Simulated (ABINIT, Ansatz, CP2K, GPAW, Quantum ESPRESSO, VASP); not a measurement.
SnO: 6 runs at one level of theory

```
Sn O
1.0
     3.13193    0.00000    0.00000
     0.00000    3.13193    0.00000
     0.00000    0.00000    3.13193
Sn O
1 1
Direct
  0.00000 0.00000 0.00000
  0.50000 0.50000 0.50000
```

The cell comes from a database or a generator and needn't be the stable form of this composition.

Alike in all runs: task single point; functional PBE; k mesh 9 × 9 × 9; occupations fermi-dirac, width 0.05 eV; no spin polarisation; no spin-orbit coupling. Pressure is positive in compression and, in plane waves, holds the error of the finite cutoff, which Ansatz's Pulay term estimates and takes out.

| program and potentials | plane-wave cutoff (eV) | notes | pressure (GPa) |
| --- | --- | --- | --- |
| ABINIT, JTH PAW PBE v2.0 | 626 | 10 valence electrons an atom on average | ? |
| Quantum ESPRESSO, SSSP 1.3 efficiency PBE | 816 | 10 valence electrons an atom on average | -0.06 |
| CP2K, POTENTIAL_UZH Sn GTH-PBE-q4, O GTH-PBE-q6; TZVP-MOLOPT-PBE-GTH basis | - | atomic basis; 5 valence electrons an atom on average | 2.20 |
| VASP, PBE PAW files O, Sn_d, 520 eV | 520 | 10 valence electrons an atom on average | -0.02 |
| Ansatz, Ansatz PAW (earlier soft set) | 420 | 10 valence electrons an atom on average; Pulay term of +0.24 GPa included | -0.03 |
| GPAW, GPAW PAW data sets (gpaw-data 1.2.1) | 800 | 10 valence electrons an atom on average | -0.44 |

Estimate from the other rows what the run with ABINIT, JTH PAW PBE v2.0 gave.

Pressure -0.22 GPa. The other rows, which needn't bracket it: pressure -0.44 to 2.20.
